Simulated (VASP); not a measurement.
# MoS2: equation of state with PBE

Crystal: MoS2.

```xyz
3
Lattice="1.5800 0.9122 6.1500 -1.5800 0.9122 6.1500 0.0000 -1.8244 6.1500" Properties=species:S:1:pos:R:3 pbc="T T T"
Mo    0.0000    0.0000    0.0000
S     0.0000    0.0000    7.6936
S     0.0000    0.0000    4.6125
```

Measurements of this composition are mostly on another form, of space group No. 194.

```yaml
Program: VASP 6.6.1
Task: equation of state
Functional: PBE
Potentials_or_basis: VASP PAW PBE potentials, release 64 (Mo_sv, S)
Cutoff: 520 eV
k_mesh: 10 × 10 × 10
Occupations: fermi-dirac, width 0.05 eV
Spin: no spin polarisation
Further_INCAR_settings: ALGO = Normal; EDIFF = 1e-07; NBANDS = 20
```

| Item | Value |
| --- | --- |
| Equilibrium volume | 18.35 Å³/atom |
| Bulk modulus at fixed shape and positions | 141 GPa |
| Pressure derivative of the bulk modulus | 4.4 |

Energy against volume, from the lowest point:
| volume (Å³/atom) | energy (meV/atom) |
| --- | --- |
| 16.664 | 81.09 |
| 17.019 | 48.69 |
| 17.373 | 25.22 |
| 17.728 | 9.81 |
| 18.083 | 1.64 |
| 18.437 | 0.00 |
| 18.792 | 4.24 |

All runs of the series together: 28 min on 1 thread of Intel(R) Xeon(R) Platinum 8559C (Emerald Rapids), on a shared host.

Caveat: the cell was scaled at fixed shape and fractional positions, which overstates the stiffness of a crystal with free parameters, most of all of layers and chains.
